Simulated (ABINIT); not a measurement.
Crystal: BeTe.

```
Te Be
1.0
     0.00000    2.77000    2.77000
     2.77000    0.00000    2.77000
     2.77000    2.77000    0.00000
Te Be
1 1
Direct
  0.75000 0.75000 0.75000
  0.00000 0.00000 0.00000
```

Base run:

| Property | Result |
| --- | --- |
| Program | ABINIT 10.8.3 (patched build) |
| Functional | PBE |
| Potentials or basis | SG15 NC PBE v1.2 |
| Cutoff | 707 eV |
| k mesh | 6 × 6 × 6 |
| Occupations | fixed |
| Spin | no spin polarisation |

Its results: band gap on the k mesh 1.87 eV, indirect (least direct gap 3.61 eV); pressure 4.3 GPa.

Question: The run is repeated on the same cell with these changes: functional from PBE to PBE0. What comes out?

Answer: Band gap on the k mesh 3.51 eV, indirect (least direct gap 5.43 eV); pressure 1.9 GPa.

PBE0 gives the wider gap, since exact exchange removes part of the self-interaction.

Caveats: spin-orbit coupling is left out, which moves the levels of the heavy elements; the potentials were made for another functional, which shifts forces and pressure (some runs).

A k mesh can miss the band edges.
